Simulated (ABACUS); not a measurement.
Crystal: Li.

```
Li
1.0
    -1.75465    1.75465    1.75465
     1.75465   -1.75465    1.75465
     1.75465    1.75465   -1.75465
Li
1
Direct
  0.00000 0.00000 0.00000
```

| Quantity | Value |
| --- | --- |
| Program | ABACUS 3.10.1 |
| Task | single point |
| Functional | PBE |
| Potentials or basis | PseudoDojo NC SR 0.4.1 PBE standard |
| Cutoff | 1361 eV |
| Density cutoff | 5442 eV |
| Basis | DZP LCAO (the cutoffs set its grid) |
| k mesh | 11 × 11 × 11 |
| Occupations | fermi-dirac, width 0.05 eV |
| Spin | no spin polarisation |

On this cell: pressure -0.7 GPa; band gap on the k mesh none (metal or under the smearing width).

The same run follows on a disturbed copy (cell strained at random at fixed volume):

```
Li
1.0
    -1.73329    1.76667    1.73520
     1.72839   -1.79094    1.75457
     1.74318    1.80083   -1.75947
Li
1
Direct
  0.98842 0.00844 0.97647
```

What changes?

The energy (extrapolated to zero smearing) moves by +0.2 meV/atom; pressure -0.7 GPa; band gap on the k mesh none (metal or under the smearing width).

Stress tensor (GPa, compression positive):
```
-0.64 -0.08  0.03
-0.08 -0.78  0.21
 0.03  0.21 -0.66
```

Caveats: the atomic orbitals were generated for these runs and aren't a published set; the basis of atomic orbitals isn't converged, which shifts pressures, moduli and gaps.
